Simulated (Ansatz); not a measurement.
Here is an Ansatz 0.2.0 calculation.

File input.yaml:

```yaml
crystal:
  lattice:
    - [3.23199822, 0.0, 0.0]
    - [-1.61599911, 2.79899257, 0.0]
    - [0.0, 0.0, 5.147]
  atoms:
    - { symbol: Zr, position: [0.33465424, 0.67413001, 0.25389985] }
    - { symbol: Zr, position: [0.66534576, 0.32586999, 0.74610015] }
hamiltonian:
  xc: r2scan
  pseudopotentials: { kind: paw }
kpoints:
  mp_grid: { grid: [7, 7, 4] }
  band_path:
    path:
      - [[0.0, 0.0, 0.0], [0.5, 0.0, 0.0], [0.3333333333, 0.3333333333, 0.0], [0.0, 0.0, 0.0], [0.0, 0.0, 0.5], [0.5, 0.0, 0.5], [0.3333333333, 0.3333333333, 0.5], [0.0, 0.0, 0.5]]
      - [[0.5, 0.0, 0.5], [0.5, 0.0, 0.0]]
      - [[0.3333333333, 0.3333333333, 0.0], [0.3333333333, 0.3333333333, 0.5]]
    npoints: 14
scf:
  occupations: { method: fermi_dirac, width: 0.05 }
  n_extra_bands: 6
output:
  forces: true
  stress: true
  eigenvalues: true
  fatbands: true
```

Potentials or basis: Ansatz PAW.

Launch:

```bash
$ ansatz run input.yaml --threads 2 --pin off --max-ram 5632MiB --backend cpu --events-out ev --progress --plain --runs-dir out
```

Q: Estimate the band gap on the k mesh.

A: None (metal or under the smearing width).

Q: What does it give for the largest force?

A: 0.134 eV/Å.

Q: Predict the pressure.

A: 1.1 GPa.

Levels at the corners of the path, in eV from the Fermi level:
| point | band 10 | band 11 | band 12 | band 13 | band 14 | band 15 |
| --- | --- | --- | --- | --- | --- | --- |
| Γ | -3.29 | 0.85 | 0.87 | 0.90 | 1.12 | 1.58 |
| M | -2.74 | -2.36 | -0.45 | 0.59 | 0.79 | 1.50 |
| K | -1.59 | -1.58 | -1.34 | 0.18 | 0.31 | 1.89 |
| Γ | -3.29 | 0.85 | 0.87 | 0.90 | 1.12 | 1.58 |
| A | -4.28 | -0.23 | 0.10 | 0.76 | 0.78 | 0.81 |
| L | -3.07 | -1.26 | -1.13 | 1.48 | 1.52 | 2.22 |
| H | -1.55 | -1.54 | -1.41 | -0.22 | -0.21 | 2.05 |
| A | -4.28 | -0.23 | 0.10 | 0.76 | 0.78 | 0.81 |
| L | -3.07 | -1.26 | -1.13 | 1.48 | 1.52 | 2.22 |
| M | -2.74 | -2.36 | -0.45 | 0.59 | 0.79 | 1.50 |
| K | -1.59 | -1.58 | -1.34 | 0.18 | 0.31 | 1.89 |
| H | -1.55 | -1.54 | -1.41 | -0.22 | -0.21 | 2.05 |

Caveat: the PAW data sets come from PBE, with cores solved anew for the run's functional, which leaves a small shift of forces and pressure.
